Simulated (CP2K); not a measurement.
The system is Ta.

```xyz
1
Lattice="2.8601 0.0000 0.0000 -0.9534 2.6965 0.0000 -0.9534 -1.3483 2.3353" Properties=species:S:1:pos:R:3 pbc="T T T"
Ta    0.0000    0.0000    0.0000
```

Base run:

- Program: CP2K 2026.2
- Functional: PBE
- Dispersion: D3(BJ)+ATM
- Potentials or basis: POTENTIAL_UZH Ta GTH-PBE-q13; TZVP-MOLOPT-PBE-GTH basis
- Density cutoff: 6123 eV
- k mesh: 11 × 11 × 11
- Occupations: fermi-dirac, width 0.05 eV
- Spin: no spin polarisation

Its results: band gap on the k mesh none (metal or under the smearing width); pressure -3.8 GPa.

**Question.** The run is repeated on the same cell with these changes: dispersion from D3(BJ)+ATM to D4. What comes out?

**Answer.** Band gap on the k mesh none (metal or under the smearing width); pressure -1.3 GPa.

Caveats: the basis of atomic orbitals isn't converged, which shifts pressures, moduli and gaps; pairwise dispersion overbinds metals, which lowers pressure and volume.
